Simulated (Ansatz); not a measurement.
**SiO$_{2}$: do energies and stresses tell the same story?**

Level of theory: DFT r2SCAN, scalar-relativistic, plane waves, PAW (Ansatz 0.2.0).

Plane waves to 500 eV, a k mesh through Γ of 6×6×4 on the computed 9-atom cell and Gaussian smearing (0.02 eV); no spin polarisation.

Relaxed cell: P6_222, a = 5.059 Å, b = 5.059 Å, c = 5.542 Å, α = 90.00°, β = 90.00°, γ = 120.00°, 9 atoms in the primitive cell. This form isn't the usual stable structure of the compound.

Energies at zero smearing and pressures from the stress tensor, at volumes with shape and atoms relaxed:
```
V (Å³/atom) E − E(first) (meV/atom) P (GPa)
     12.826                     0.00     9.60
     13.236                   -18.01     4.59
     13.645                   -23.82     0.01
     14.055                   -18.53    -4.08
     14.464                    -3.24    -7.79
```

Q: Check P = −dE/dV between neighbouring volumes, and get the bulk modulus from the pressures alone.

A: With 1 eV/Å³ = 160.2 GPa:
```json
{"middle V (Å³/atom)": "13.031", "−ΔE/ΔV (GPa)": "7.050", "mean P (GPa)": "7.091"}
{"middle V (Å³/atom)": "13.440", "−ΔE/ΔV (GPa)": "2.272", "mean P (GPa)": "2.297"}
{"middle V (Å³/atom)": "13.850", "−ΔE/ΔV (GPa)": "-2.071", "mean P (GPa)": "-2.038"}
{"middle V (Å³/atom)": "14.259", "−ΔE/ΔV (GPa)": "-5.985", "mean P (GPa)": "-5.938"}
```

The two differ by 0.05 GPa at most. The mean of two end pressures misses the average over a step by about ΔV² P″/12, up to 0.04 GPa here; with that taken off 0.02 GPa remains. Around V = 13.645 Å³/atom, the two neighbours give B = −V ΔP/ΔV = 13.645 × 8.67 / 0.819 = 144.5 GPa, against B0 = 144.3 GPa from the Birch–Murnaghan fit of the energies.

Cost: 6 runs of about 10 core-minutes in all, on Arm Neoverse V1 (shared hosts).